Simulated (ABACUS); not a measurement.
Write the native input for ABACUS 3.10.1 that does the following.

| Quantity | Value |
| --- | --- |
| Task | relaxation of cell and atoms |
| Functional | LDA-PW92 |
| Potentials or basis | GBRV ultrasoft 1.5 LDA |
| Cutoff | 544 eV |
| Density cutoff | 4354 eV |
| Basis | plane waves |
| k mesh | 9 × 9 × 9 |
| Occupations | fermi-dirac, width 0.05 eV |
| Spin | no spin polarisation |
| Max steps of the relaxation | 60 |
| Force threshold | 0.005 eV/Å |
| Optimiser | cg |
| Stress threshold | 0.5 kbar |
| Radial cutoff of the potentials (pseudo_rcut) | 10 bohr |
| SCF threshold on the density | 1e-08 |
| Max SCF steps | 100 |
| Eigensolver | dav |
| Mixing | broyden |
| Mixing share | 0.7 |
| Symmetry key | 1 |
| Bands | 11 |

Crystal: Ta.

```
Ta
1.0
     1.65128    1.65128    1.65128
    -1.65128    1.65128    1.65128
    -1.65128   -1.65128    1.65128
Ta
1
Direct
  0.00000 0.00000 0.00000
```

These files were run (other wordings do the same):

INPUT

```
INPUT_PARAMETERS
suffix              Ta
calculation         cell-relax
basis_type          pw
pseudo_dir          ./
latname             bcc
symmetry            1
dft_functional      LDA_X+LDA_C_PW
ecutwfc             40
pseudo_rcut         10
nspin               1
nbands              11
ks_solver           dav
smearing_method     fd
smearing_sigma      0.00367493
scf_thr             1e-08
scf_nmax            100
mixing_type         broyden
mixing_beta         0.7
cal_force           1
cal_stress          1
ecutrho             320
relax_nmax          60
force_thr_ev        0.005
relax_method        cg
out_stru            1
stress_thr          0.5
kpar                4
```

STRU

```
ATOMIC_SPECIES
Ta 180.9479 ta_lda_v1.uspp.F.UPF

LATTICE_CONSTANT
6.2409339101

ATOMIC_POSITIONS
Direct

Ta
0.0
1
0.0000000000 0.0000000000 0.0000000000 1 1 1
```

KPT

```
K_POINTS
0
Gamma
9 9 9 0 0 0
```

Potentials or basis: GBRV ultrasoft 1.5 LDA, plane waves.

Run with:

```console
$ OMP_NUM_THREADS=1 mpirun -np 4 abacus > log
```

Results of the run:

- Relaxed volume: 17.00 Å³/atom
- Relaxed cell: a = 2.806 Å, b = 2.806 Å, c = 2.806 Å, α = 70.53°, β = 109.47°, γ = 70.53°
- Space group after relaxing (to 0.05 Å): Im-3m (No. 229)
- Energy gained by relaxing: 38.4 meV/atom
- Ionic steps: 45
- Pressure after relaxing: 0.0 GPa
- Band gap on the k mesh: none (metal or under the smearing width)

Run time: 4.3 min on 4 MPI ranks on AMD EPYC 7R43 64-Core Processor (Zen 3), on a shared host, peak memory 0.52 GiB a rank.
